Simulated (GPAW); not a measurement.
# Sn (I4_1/amd) in GPAW: further runs

One crystal, Sn, is run at these levels: LDA, BLYP, PBE; tasks: equation of state, band structure.

Everything below comes from runs of GPAW 26.7.0. Logs are shortened: lines on timing, memory, paths and dates and some standing lists are left out, and cuts for length are marked. The log counts tension as positive stress, the text compression.

## Step 1: The crystal as given

Symmetry: I4_1/amd, No. 141, tetragonal system. Conventional cell: a = 5.880 Å, b = 5.880 Å, c = 3.199 Å, α = 90.00°, β = 90.00°, γ = 90.00°. Around Sn (site symmetry -4m2) lie 6 Sn at 3.05 to 3.20 Å.

## Step 2: Equation of state, LDA

Input file run.py:

```python
from ase import Atoms
from ase.eos import EquationOfState
from ase.io import Trajectory
from ase.units import GPa
from gpaw import GPAW, PW, setup_paths

setup_paths.insert(0, '.')

atoms = Atoms(['Sn', 'Sn'],
              cell=[[-2.9401404553, 2.9401404553, 1.5993019889],
                    [2.9401404553, -2.9401404553, 1.5993019889],
                    [2.9401404553, 2.9401404553, -1.5993019889]],
              scaled_positions=[[0.0, 0.0, 0.0],
                                [0.75, 0.25, 0.5]],
              pbc=True)

traj = Trajectory('eos.traj', 'w')
volumes, energies = [], []
for x in [0.94, 0.96, 0.98, 1.0, 1.02, 1.04, 1.06]:
    a = atoms.copy()
    a.set_cell(atoms.cell * x**(1 / 3), scale_atoms=True)
    calc = GPAW(mode=PW(600),
                xc='LDA',
                kpts={'size': (7, 7, 7), 'gamma': True},
                occupations={'name': 'fermi-dirac', 'width': 0.05},
                nbands=24,
                convergence={'density': 1e-05, 'energy': 1e-05},
                maxiter=150,
                txt=f'eos-{x:.2f}.txt')
    a.calc = calc
    energies.append(a.get_potential_energy(force_consistent=True))
    volumes.append(a.get_volume())
    p = -a.get_stress()[:3].mean() / GPa
    calc.write(f'eos-{x:.2f}.gpw')
    traj.write(a)
    print(f'{x:.2f} {volumes[-1]:10.4f} A^3 {energies[-1]:14.6f} eV {p:9.3f} GPa', flush=True)

v0, e0, B = EquationOfState(volumes, energies, eos='birchmurnaghan').fit()
print(f'V0 = {v0:.4f} A^3, E0 = {e0:.6f} eV, B0 = {B / GPa:.2f} GPa')
```

Potentials or basis: PAW data sets generated in the run's folder for this functional, pw.

Command:

```bash
$ gpaw-setup -f LDA Sn
$ OMP_NUM_THREADS=1 python run.py
```

Standard output:

```text
__  _  _
 | _ |_)|_||  |
 |__||  | ||/\| - 26.7.0

Input parameters:
  mode=PW(ecut=600.0),
  convergence={'density': 1e-05, 'energy': 1e-05},
  kpts=MonkhorstPack(size=(7, 7, 7), gamma=True),
  maxiter=150,
  nbands=24,
  occupations=Occupations(name='fermi-dirac', width=0.05),
  xc=XC(name='LDA')

Diagonalizing LCAO Hamiltonian
Converting LCAO to pw mode

         Sn

       Sn

Atoms  # Å, Bohr magnetons
|   | symbol |        x |        y |        z |    initial magnetic moments |
|---|--------|----------|----------|----------|-----------------------------|
| 0 |     Sn | 0.000000 | 0.000000 | 0.000000 | ( 0.0000,  0.0000,  0.0000) |
| 1 |     Sn | 0.000000 | 2.880121 | 0.783327 | ( 0.0000,  0.0000,  0.0000) |

Unit cell  # Å
| periodic |         x |         y |         z |  lengths |     angles |
|----------|-----------|-----------|-----------|----------|------------|
|      yes | -2.880121 |  2.880121 |  1.566654 | 4.364011 |  97.404686 |
|      yes |  2.880121 | -2.880121 |  1.566654 | 4.364011 |  97.404686 |
|      yes |  2.880121 |  2.880121 | -1.566654 | 4.364011 | 137.923144 |

Number of symmetries: 8
Symmetry operations  # r_c * U_cc + t_c -> r_c
|   | kind |            matrix            |
|---|------|------------------------------|
| 0 |  σ   |  1, 1, 1,  0, 0,-1,  0,-1, 0 |
| 1 |  E   |  1, 0, 0,  0, 1, 0,  0, 0, 1 |
| 2 |  C2  |  0, 1, 0,  1, 0, 0, -1,-1,-1 |
| 3 |  S4  |  0, 0, 1, -1,-1,-1,  0, 1, 0 |
| 4 |  σ   |  0, 0,-1,  1, 1, 1, -1, 0, 0 |
| 5 |  C2  |  0,-1, 0, -1, 0, 0,  0, 0,-1 |
| 6 |  C2  | -1, 0, 0,  0,-1, 0,  1, 1, 1 |
| 7 |  S4  | -1,-1,-1,  0, 0, 1,  1, 0, 0 |

BZ-sampling:
  Number of BZ points: 343
  Number of IBZ points: 40

  Monkhorst-Pack size: [7, 7, 7]
  Monkhorst-Pack shift: [0, 0, 0]

K-points  # in reciprocal-cell coordinates
|     |                                coordinates |     weight |
|-----|--------------------------------------------|------------|
|   0 | (  0.00000000,   0.00000000,   0.00000000) | 0.00291545 |
|   1 | (  0.14285714,  -0.14285714,   0.00000000) | 0.01166181 |
|   2 | (  0.14285714,  -0.14285714,   0.14285714) | 0.01166181 |
|   3 | (  0.14285714,   0.00000000,   0.00000000) | 0.02332362 |
|   4 | (  0.14285714,   0.14285714,  -0.14285714) | 0.00583090 |
|   5 | (  0.28571429,  -0.28571429,   0.00000000) | 0.01166181 |
|   6 | (  0.28571429,  -0.28571429,   0.14285714) | 0.02332362 |
|   7 | (  0.28571429,  -0.28571429,   0.28571429) | 0.01166181 |
|   8 | (  0.28571429,  -0.14285714,   0.00000000) | 0.04664723 |
|   9 | (  0.28571429,  -0.14285714,   0.14285714) | 0.02332362 |
| ... |                                            |            |
|  39 | (  0.42857143,   0.42857143,   0.42857143) | 0.02332362 |

Plane wave coefficients: 1763
Cutoff: 600.0 eV

Spin-components: 1 (collinear spins)
Bands:           24
Projectors:      12
Spin-degeneracy: 2
Datatype:        complex128

Parallelization:
  kpt:    1
  domain: 1
  band:   1

Density:
  Valence electrons: 28.0
  Components: 1
  Grid points: [25 25 25]
  Charge: 0.0  # |e|

Potential:
  Grid points: [25 25 25]

species:
  Sn:
    name:    Tin
    Z:       50.0
    valence: 14
    core:    36
    charge:  0.0  # [|e|]
    compensation charges:
      type: gauss
      rc: 0.38  # [Å]
      lmax: 2
    cutoffs:
      filter: 2.23  # [Å]
      core: 2.35  # [Å]
    projectors
    | kind |    occ | energy [eV] | rcut [Å] |
    |------|--------|-------------|----------|
    |   5s |  2.000 |     -10.799 |    1.201 |
    |   5p |  2.000 |      -3.869 |    1.270 |
    |   4d | 10.000 |     -25.910 |    1.185 |
    |    s |        |      16.413 |    1.201 |
    |    p |        |      23.342 |    1.270 |
    |    d |        |       1.302 |    1.185 |

    Using partial waves for Sn as LCAO basis

Reference energy: -335731.173622  # eV

eigensolver:
  PPCG
  Converge bands: occupied
  niter=2

density mixing:
  MSR1-Mixer
  Pratt-step length: 0.05
  Maximum mixing coefficient: 0.75
  Old densities: 10
  SVD Regularization: 0.005
  Good broyden scale: 1.0
  Trust region scale: 1.0
  Backstep threshold: 4.0
  History deletion threshold: 6.0
  Fourier metric: weight=20.0, sigma=0.015

occupation numbers:
  Fermi-Dirac:
    width: 0.0500  # eV

poisson solver:
  ecut: 4800.0  # eV

xc functional:
  name: None

convergence criteria:
- Maximum integral of absolute [dens]ity change: 1e-05 electrons / valence electron
- Maximum [total energy] change in last 3 cyles: 1e-05 eV / valence electron
- Maximum integral of absolute [eigenst]ate change: 4e-08 eV^2 / valence electron
maximum number of iterations: 150

SCF iterations
|iter     | |      energy | eigst |  dens |
|---------|-|-------------|-------|-------|
|iter:   1| |   -9.512337 | +0.04 |       |
|iter:   2| |   -9.510443 | -2.53 | -1.66 |
|iter:   3| |   -9.480417 | -2.86 | -1.69 |
|iter:   4| |   -9.480222 | -3.72 | -2.17 |
|iter:   5| |   -9.480378c| -4.74 | -2.78 |
|iter:   6| |   -9.480385c| -6.42 | -3.70 |
|iter:   7| |   -9.480385c| -7.52c| -4.35 |
|iter:   8| |   -9.480385c| -7.83c| -5.09c|

Converged in 8 steps
Energy contributions relative to reference atoms: (reference = -335731.173622)

Energy contributions:
  Kinetic:           8.671913
  Coulomb:          -7.600005
  Zero:              0.011442
  External:          0.000000
  Xc:              -10.559078
  Entropy:          -0.009314
  Spinorbit:         0.000000
  ----------------------------
  Free energy:      -9.485042
  Extrapolated:     -9.480385

dipole moment: (-16.345838, -3.286789, -5.339626)  # |e|*Ang

Fermi level: 7.219
Eigenvalues  # (at kpt = [0.000, 0.000, 0.000])
| band index |      eig [eV] | occ [0-2] |
|------------|---------------|-----------|
|          0 |       -14.313 |     2.000 |
|        ... |               |           |
|          6 |       -13.963 |     2.000 |
|          7 |       -13.963 |     2.000 |
|          8 |       -13.867 |     2.000 |
|          9 |       -13.745 |     2.000 |
|         10 |        -4.203 |     2.000 |
|         11 |         3.639 |     2.000 |
[... 8 lines left out ...]
|         20 |        18.103 |     0.000 |
|         21 |        18.878 |     0.000 |
|        ... |               |           |
|         23 |        18.916 |     0.000 |

No gap
No difference between direct/indirect transitions

Stress tensor  # eV/Ang^3
|        x |        y |         z |
|----------|----------|-----------|
| 0.002045 | 0.000000 |  0.000000 |
| 0.000000 | 0.002045 |  0.000000 |
| 0.000000 | 0.000000 | -0.002662 |

# Writing to eos-0.94.gpw (mode='')
```

Wall time 4.1 min (1 thread of Intel Xeon Platinum 8259CL at 2.50GHz (Skylake/Cascade Lake), shared host); peak memory 0.31 GiB.

Results:

```
Equilibrium volume                        : 25.97 Å³/atom (rough: see the caveat)
Bulk modulus at fixed shape and positions : 60 GPa (rough)
```

Energy against volume, from the lowest point:
```
volume (Å³/atom)  energy (meV/atom)
          25.991               0.00
          26.544               2.29
          27.097               8.47
          27.650              18.09
          28.203              30.78
          28.756              46.18
          29.309              63.98
```

Caveat: the minimum lies outside the volumes run; the cell was scaled at fixed shape and fractional positions, which overstates the stiffness of a crystal with free parameters, most of all of layers and chains.

## Step 3: Band structure, BLYP, spin-orbit coupling, no magnetisation

Input file run.py:

```python
import numpy as np
from ase.dft.bandgap import bandgap
from ase.io import read, write
from ase.units import GPa
from gpaw import GPAW, PW, setup_paths
from gpaw.spinorbit import soc_eigenstates

setup_paths.insert(0, '.')

atoms = read('POSCAR')

calc = GPAW(mode=PW(600),
            xc='BLYP',
            kpts={'size': (7, 7, 7), 'gamma': True},
            occupations={'name': 'fermi-dirac', 'width': 0.05},
            nbands=24,
            convergence={'density': 1e-05, 'energy': 1e-05},
            eigensolver='davidson',
            maxiter=150,
            txt='gpaw.txt')
atoms.calc = calc
energy = atoms.get_potential_energy()
forces = atoms.get_forces()
stress = atoms.get_stress()
calc.write('gs.gpw')
write('result.traj', atoms)
print(f'Energy: {energy:.6f} eV')
print('Forces (eV/A):')
print(forces.round(4))
print('Stress (GPa):', (stress / GPa).round(3))
print('Fermi level:', round(calc.get_fermi_level(), 4), 'eV')
print(f'Gap: {bandgap(calc)[0]:.4f} eV, direct: {bandgap(calc, direct=True)[0]:.4f} eV')

path = atoms.cell.bandpath('GXMGZPNZ1M,XP', npoints=80, eps=1e-4)
bs_calc = calc.fixed_density(kpts=path, symmetry='off', nbands=37,
                             convergence={'bands': 'CBM+6.0', 'eigenstates': 1e-6}, txt='bands.txt')
bs = bs_calc.band_structure()
bs.write('bs.json')
print(f'Gap on the path: {bandgap(bs_calc)[0]:.4f} eV')

soc = soc_eigenstates(bs_calc, theta=0, phi=0)
np.savetxt('soc_bands.dat', soc.eigenvalues(), fmt='%.4f')
mesh = soc_eigenstates('gs.gpw', theta=0, phi=0)
np.savetxt('soc_mesh.dat', mesh.eigenvalues(), fmt='%.4f')
print('Fermi level with spin-orbit coupling:', round(mesh.fermi_level, 4), 'eV')
```

Input file POSCAR:

```
Sn
1.0
   -2.9401404553      2.9401404553      1.5993019889
    2.9401404553     -2.9401404553      1.5993019889
    2.9401404553      2.9401404553     -1.5993019889
Sn
2
Direct
    0.0000000000      0.0000000000      0.0000000000
    0.7500000000      0.2500000000      0.5000000000
```

Potentials or basis: PAW data sets generated in the run's folder for this functional, pw.

Command:

```bash
$ gpaw-setup -f BLYP Sn
$ OMP_NUM_THREADS=1 python run.py
```

Wall time 1.9 min (1 thread of Intel Xeon Platinum 8259CL at 2.50GHz (Skylake/Cascade Lake), shared host); peak memory 0.37 GiB.

It converged, with:

| Property | Result |
| --- | --- |
| Free energy | -6.3908 eV |
| Pressure | 5.3 GPa |
| Band gap along the path | none (metal or under the smearing width) |

Stress tensor (GPa, compression positive):
```
5.01 0.00 0.00
0.00 5.01 0.00
0.00 0.00 5.76
```

Levels at the corners of the path, in eV from the Fermi level:
```tsv
point	band 24	band 25	band 26	band 27	band 28	band 29	band 30	band 31	band 32	band 33
Γ	-3.82	-2.07	-2.07	-1.64	-1.64	3.50	3.50	5.54	5.54	6.40
X	-8.74	0.61	0.61	0.61	0.61	1.68	1.68	1.68	1.68	5.99
M	-7.52	-4.50	-4.50	-4.50	-4.50	5.05	5.05	5.05	5.05	9.04
Γ	-3.82	-2.07	-2.07	-1.64	-1.64	3.50	3.50	5.54	5.54	6.40
Z	-5.57	-2.88	-2.88	-2.70	-2.70	-2.55	-2.55	2.87	2.87	5.56
P	-5.96	-3.32	-3.32	-3.25	-3.25	3.31	3.31	3.49	3.49	3.84
N	-5.28	-2.30	-2.30	-1.66	-1.66	-0.95	-0.95	2.55	2.55	2.88
Z1	-5.57	-2.88	-2.88	-2.70	-2.70	-2.55	-2.55	2.87	2.87	5.56
M	-7.52	-4.50	-4.50	-4.50	-4.50	5.05	5.05	5.05	5.05	9.04
X	-8.74	0.61	0.61	0.61	0.61	1.68	1.68	1.68	1.68	5.99
P	-5.96	-3.32	-3.32	-3.25	-3.25	3.31	3.31	3.49	3.49	3.84
```

Caveat: spin-orbit coupling was added after a scalar SCF, so levels and gaps hold it while energy, forces, pressure and moments don't; this program's spin-orbit splittings come out too wide for heavy elements.

(Part 1 of 2 ends here.)
